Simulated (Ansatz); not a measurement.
## FeO (Wuestite) under changes of volume

One of the cells (10.013 Å³/atom); the others are scaled copies at fixed shape and fractional positions:

```
Fe O
1.0
     0.00000    2.15540    2.15540
     2.15540    0.00000    2.15540
     2.15540    2.15540    0.00000
Fe O
1 1
Direct
  0.00000 0.00000 0.00000
  0.50000 0.50000 0.50000
```

```yaml
Program: Ansatz 0.2.0
Functional: PBEsol
Potentials_or_basis: all-electron LAPW, scalar-relativistic
Cutoff: 377 eV (chosen from the basis error)
Basis_error_allowed: 0.0005 eV/atom
k_mesh: 11 × 11 × 11
Occupations: fermi-dirac, width 0.05 eV
Spin: collinear spin, ferromagnetic start
Starting_moments: "[3.0, 0.0] μB"
```

```tsv
volume (Å³/atom)	energy over the lowest point (meV/atom)	pressure (GPa)
9.413	?	?
9.613	0.00	-1.0
9.813	3.87	-5.0
10.013	12.49	-8.6
10.214	25.33	-11.8
10.414	41.96	-14.6
10.614	61.96	-17.2
```

Task: What does the run at 9.413 Å³/atom give?

Result: Energy over the lowest point 1.49 meV/atom; pressure 3.5 GPa.

Worked out: A Birch-Murnaghan fit of order 3 (a polynomial in V^(-2/3)) to the other rows has its minimum at 9.56 Å³/atom, just outside them, with B0 = V·E''(V) = 206 GPa and B' = 4.2. It gives 1.35 meV/atom at 9.413 Å³/atom, against the run's 1.49, and -dE/dV = 3.3 GPa, against 3.5.

Energies are extrapolated to zero smearing.

Caveats: a cell with one magnetic atom can't hold antiferromagnetic order, which such compounds often take.
